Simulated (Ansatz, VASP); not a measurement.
**Two plane-wave programs on Mg**

File INCAR:

```
SYSTEM = Mg
PREC     = Accurate       ! precision mode
ENCUT    = 520            ! plane-wave cutoff, eV
EDIFF    = 1E-7           ! SCF threshold, eV
ISMEAR   = -1             ! smearing method
SIGMA    = 0.05           ! smearing width, eV
LREAL    = .False.        ! projectors in reciprocal space
LASPH    = .True.         ! aspherical terms in the spheres
NELM     = 80             ! most SCF steps
ALGO     = Normal         ! electronic algorithm
ISIF     = 2              ! what is computed and relaxed
LWAVE    = .False.        ! write WAVECAR
LCHARG   = .False.        ! write CHGCAR
GGA      = PE             ! functional
NBANDS   = 7              ! bands
```

File KPOINTS:

```
regular mesh
0
Gamma
  10 10 10
  0 0 0
```

The input POSCAR:

```
Mg
1.0
    0.0000000000      2.2591190557      2.2591190557
    2.2591190557      0.0000000000      2.2591190557
    2.2591190557      2.2591190557      0.0000000000
Mg
1
Direct
    0.0000000000      0.0000000000      0.0000000000
```

File input.yaml:

```yaml
crystal:
  lattice:
    - [0.0, 2.2591190557, 2.2591190557]
    - [2.2591190557, 0.0, 2.2591190557]
    - [2.2591190557, 2.2591190557, 0.0]
  atoms:
    - { symbol: Mg, position: [0.0, 0.0, 0.0] }
hamiltonian:
  xc: pbe
  pseudopotentials: { kind: paw }
kpoints:
  mp_grid: { grid: [10, 10, 10] }
scf:
  occupations: { method: fermi_dirac, width: 0.05 }
output:
  forces: true
  stress: true
  eigenvalues: true
```

Change from the starting cell: volume scaled by 1.02.

Alike in both runs: task single point; functional PBE; k mesh 10 × 10 × 10; occupations fermi-dirac, width 0.05 eV; no spin polarisation.

|  | VASP | Ansatz |
| --- | --- | --- |
| version | VASP 6.6.1 | Ansatz 0.2.0 |
| potentials or method | VASP PAW PBE potentials, release 64 (Mg) | Ansatz PAW |
| plane-wave cutoff (eV) | 520 | 420 |
| valence electrons in the cell | 2 | 10 |

Ansatz gave:

```
gap on the k mesh at the Fermi level (eV) : none
pressure (GPa)                            : 0.1
```

Estimate VASP's values.

gap on the k mesh at the Fermi level (eV): none; pressure (GPa): -0.1.

A gap of «none» marks a metal or a gap that the smearing closes. The functional is the same, so the differences come from potentials, cutoffs and numerics. The two sets of potentials don't hold the same shells in valence.
